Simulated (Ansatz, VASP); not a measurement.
# NaH in VASP and in Ansatz

File INCAR:

```
SYSTEM = NaH
ALGO = Normal
EDIFF = 1E-6
EDIFFG = -0.005
ENCUT = 600
GGA = CA
IBRION = 2
ISIF = 3
ISMEAR = 0
LASPH = .TRUE.
LCHARG = .FALSE.
LREAL = .FALSE.
LWAVE = .FALSE.
NELM = 60
NSW = 100
PREC = Accurate
SIGMA = 0.02
```

KPOINTS

```
k-points
0
G
  8 8 8
  0 0 0
```

File POSCAR:

```
NaH
1.0
    0.0000000000      2.3455508844      2.3455508844
    2.3455508844      0.0000000000      2.3455508844
    2.3455508844      2.3455508844      0.0000000000
Na H
1 1
Direct
    0.0000000000      0.0000000000      0.0000000000
    0.5000000000      0.5000000000      0.5000000000
```

Input for Ansatz:

```yaml
crystal:
  lattice:
    - [0.0, 2.3455508844, 2.3455508844]
    - [2.3455508844, 0.0, 2.3455508844]
    - [2.3455508844, 2.3455508844, 0.0]
  atoms:
    - { symbol: Na, position: [0.0, 0.0, 0.0] }
    - { symbol: H, position: [0.5, 0.5, 0.5] }
basis:
  ecutwfc: 420
kpoints:
  mp_grid: { grid: [8, 8, 8] }
hamiltonian:
  xc: lda
scf:
  occupations: { method: gaussian, width: 0.02 }
output:
  forces: true
  stress: true
  eigenvalues: true
  write_density: true
  write_potential: true
  elf: true
  volumetric_format: npy
relax:
  adjacent_minimum: "off"
  f_tol: 0.005
  max_steps: 80
  cell: { stress_tol: 0.05 }
```

Alike in both runs: task relaxation of cell and atoms; functional LDA; k mesh 8 × 8 × 8; occupations gaussian, width 0.02 eV; no spin polarisation.

```csv
,VASP,Ansatz
version,VASP 6.6.1,Ansatz 0.2.0
potentials or method,"VASP PAW LDA potentials, release 64 (Na_pv, H)","scalar-relativistic, plane waves, PAW"
plane-wave cutoff (eV),600,420
valence electrons in the cell,8,10
```

```csv
,VASP,Ansatz,Ansatz less VASP
"gap on the k mesh at the Fermi level, each at its own relaxed structure (eV)",3.55,3.55,+0.002
relaxed volume (Å³/atom),12.90,12.90,0.000
relaxed cell length with the largest relative difference (Å),3.317,3.317,0.0000
```

The two sets of potentials don't hold the same shells in valence.

Caveats: the relaxation stopped at its first step, so nothing moved. A k mesh can miss the band edges. A hybrid or GW would open this gap; LDA tends to underestimate it.
